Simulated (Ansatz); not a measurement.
## Sb under changes of volume

One of the cells (29.904 Å³/atom); the others are scaled copies at fixed shape and fractional positions:

```
Sb
1.0
     3.12240    0.00000    0.00000
     0.00000    4.34752    0.00000
    -0.03891    0.00000    4.40585
Sb
2
Direct
  0.01139 0.25000 0.24117
  0.98861 0.75000 0.75883
```

This isn't the form of Sb at room conditions, which is rhombohedral.

```yaml
Program: Ansatz 0.2.0
Functional: LDA
Potentials_or_basis: Ansatz PAW
Cutoff: "420 eV (not typed: the program's choice for these potentials)"
k_mesh: 9 × 6 × 6
Occupations: fermi-dirac, width 0.05 eV
Spin: no spin polarisation
```

```tsv
volume (Å³/atom)	energy over the lowest point (meV/atom)	pressure (GPa)	largest force (eV/Å)
28.110	0.00	0.1	0.112
28.708	2.08	-1.2	0.079
29.306	?	?	?
29.904	19.34	-3.3	0.037
30.502	33.52	-4.2	0.041
31.100	50.84	-5.0	0.057
31.698	70.97	-5.8	0.076
```

Question: What does the run at 29.306 Å³/atom give?

Answer: Energy over the lowest point 8.71 meV/atom; pressure -2.3 GPa; largest force 0.053 eV/Å.

Worked out: A Birch-Murnaghan fit of order 3 (a polynomial in V^(-2/3)) to the other rows has its minimum at 28.15 Å³/atom with B0 = V·E''(V) = 64 GPa and B' = 4.7 at fixed shape and positions, which overstates the stiffness. It gives 8.70 meV/atom at 29.306 Å³/atom, against the run's 8.71, and -dE/dV = -2.3 GPa, against -2.3.

Energies are extrapolated to zero smearing.

Caveats: the PAW data sets come from PBE, with cores solved anew for the run's functional, which leaves a small shift of forces and pressure.
